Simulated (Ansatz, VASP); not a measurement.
## One calculation of Os, two programs

The input INCAR:

```
ALGO = Normal
EDIFF = 1E-7
EDIFFG = -0.002
ENCUT = 600
GGA = PE
IBRION = 2
ISIF = 3
ISMEAR = 0
IVDW = 12
LASPH = True
LCHARG = False
LREAL = False
LWAVE = False
NELM = 100
NSW = 100
PREC = Accurate
SIGMA = 0.1
```

KPOINTS

```
k-points
0
Gamma
  20 20 20
```

File POSCAR:

```
Os
1.0
   -1.5356666804      1.5356666804      1.5356666804
    1.5356666804     -1.5356666804      1.5356666804
    1.5356666804      1.5356666804     -1.5356666804
Os
1
Direct
    0.0000000000      0.0000000000      0.0000000000
```

Input for Ansatz:

```yaml
crystal:
  lattice:
    - [-1.5356666804, 1.5356666804, 1.5356666804]
    - [1.5356666804, -1.5356666804, 1.5356666804]
    - [1.5356666804, 1.5356666804, -1.5356666804]
  atoms:
    - { symbol: Os, position: [0.0, 0.0, 0.0] }
basis:
  ecutwfc: 420
kpoints:
  mp_grid: { grid: [20, 20, 20] }
hamiltonian:
  xc: pbe
  dispersion: d3bj
  pseudopotentials: { kind: paw, azcp: { folder: soft_1 } }
scf:
  occupations: { method: gaussian, width: 0.1 }
output:
  forces: true
  stress: true
  eigenvalues: true
  write_density: true
  write_potential: true
  elf: true
  volumetric_format: npy
relax:
  adjacent_minimum: "off"
  f_tol: 0.002
  max_steps: 80
  cell: { stress_tol: 0.02 }
```

This isn't the form of Os at room conditions, which is hcp.

Alike in both runs: task relaxation of cell and atoms; functional PBE; dispersion D3(BJ); k mesh 20 × 20 × 20; occupations gaussian, width 0.1 eV; no spin polarisation.

```csv
,VASP,Ansatz
version,VASP 6.6.1,Ansatz 0.2.0
potentials or method,"VASP PAW PBE potentials, release 64 (Os)","scalar-relativistic, plane waves, PAW"
plane-wave cutoff (eV),600,420
valence electrons in the cell,8,16
```

```tsv
	VASP	Ansatz	Ansatz less VASP
gap on the k mesh at the Fermi level, each at its own relaxed structure (eV)	none	none	-
relaxed volume (Å³/atom)	14.50	14.49	-0.013
relaxed cell length with the largest relative difference (Å)	2.661	2.660	-0.0008
```

A gap of «none» marks a metal or a gap that the smearing closes. The two sets of potentials don't hold the same shells in valence.

Caveats: pairwise dispersion overbinds metals, which lowers pressure and volume. The runs have no spin-orbit coupling, so splittings on Os are missing.
